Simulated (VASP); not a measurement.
Crystal: Bi.

```
CELL_PARAMETERS angstrom
2.26750 1.30914 3.93800
-2.26750 1.30914 3.93800
0.00000 -2.61828 3.93800
ATOMIC_POSITIONS crystal
Bi 0.23400 0.23400 0.23400
Bi 0.76600 0.76600 0.76600
```

```yaml
Program: VASP 6.6.1
Task: relaxation of cell and atoms
Functional: r2SCAN
Potentials_or_basis: VASP PAW PBE potentials, release 64 (Bi_d)
Cutoff: 600 eV
k_mesh: 12 × 12 × 12
Occupations: gaussian, width 0.1 eV
Spin: no spin polarisation
```

At the start: pressure 1.3 GPa; volume 35.07 Å³/atom.

Q: Where does the relaxation end?

A: Over 10 steps the energy falls by 7.2 meV/atom and the volume is 36.69 Å³/atom (+4.6 %); space group R-3m (No. 166, to 0.05 Å).

The path:
| step | energy change (eV) | largest force (eV/Å) | pressure (GPa) | volume (Å³) |
| --- | --- | --- | --- | --- |
| 1 | 0.0000 | 0.0514 | 1.32 | 70.14 |
| 2 | -0.0055 | 0.1721 | -0.72 | 73.12 |
| 3 | -0.0080 | 0.0936 | -0.03 | 72.03 |
| 4 | -0.0098 | 0.0826 | -0.02 | 72.19 |
| 5 | -0.0133 | 0.0457 | 0.05 | 72.67 |
| 6 | -0.0126 | 0.0490 | 0.29 | 73.57 |
| 7 | -0.0142 | 0.0040 | 0.14 | 73.07 |
| 8 | -0.0140 | 0.0368 | -0.27 | 73.87 |
| 9 | -0.0143 | 0.0158 | -0.01 | 73.36 |
| 10 | -0.0144 | 0.0009 | 0.00 | 73.38 |

Final structure:
```yaml
crystal:
  lattice:
    - [2.26626, 1.30842, 4.12462]
    - [-2.26626, 1.30842, 4.12462]
    - [0.00000, -2.61685, 4.12462]
  atoms:
    - { symbol: Bi, position: [0.23169, 0.23169, 0.23169] }
    - { symbol: Bi, position: [0.76831, 0.76831, 0.76831] }
```

Caveat: the PAW data sets were made with another functional, which shifts forces and pressure a little.
